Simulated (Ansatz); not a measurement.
Runs of Ansatz 0.2.0 on SnTe. The structure is cubic, space group Fm-3m (No. 225). Conventional cell: a = 6.302 Å, b = 6.302 Å, c = 6.302 Å, α = 90.00°, β = 90.00°, γ = 90.00°. Around Te (site symmetry m-3m) lie 6 Sn at 3.15 Å. Sn (site symmetry m-3m) is surrounded by 6 Te at 3.15 Å. 

```csv
task,level,spin,k mesh,cutoff (eV),smearing,q mesh,points for each segment of the path,atoms under strain,gap on the mesh (eV),pressure (GPa),V0 of scaled cells (Å³/atom),B0 (GPa)
Born charges,PBEsol,off,6 × 6 × 6,420,fixed,-,-,-,0.14,-,-,-
phonons,PBEsol,off,6 × 6 × 6,420,fixed,2 × 2 × 2,8,-,0.14,-,-,-
elastic constants,PBEsol,off,6 × 6 × 6,420,fixed,-,-,relaxed,0.14,-0.4,-,-
band structure,r2SCAN,off,7 × 7 × 7,500,fermi-dirac 0.05 eV,-,14,-,-,1.5,-,-
equation of state,LDA,off,7 × 7 × 7,420,fermi-dirac 0.05 eV,-,-,-,-,-,30.25,50
equation of state,r2SCAN,off,7 × 7 × 7,500,fermi-dirac 0.05 eV,-,-,-,-,-,(b),44
band structure,PBEsol,"SOC, no magnetisation",7 × 7 × 7,420,fermi-dirac 0.05 eV,-,14,-,-,-0.4,-,-
band structure,LDA,off,7 × 7 × 7,420,fermi-dirac 0.05 eV,-,14,-,-,(a),-,-
```

Alike in all rows: potentials or basis Ansatz PAW; cell as given.

Problem. Fill in the values left out.

Solution. (a) -1.6; (b) 32.30.

Caveats: the PAW data sets come from PBE, with cores solved anew for the run's functional, which leaves a small shift of forces and pressure (some runs); spin-orbit coupling is left out, which moves the levels of the heavy elements (some runs); some modes are imaginary (some runs); the PAW data sets were made with another functional, which shifts forces and pressure a little (some runs).

A k mesh can miss the band edges, and rows without SOC leave out spin-orbit coupling on Sn, Te.

Runs at the PBE level aren't shown here.
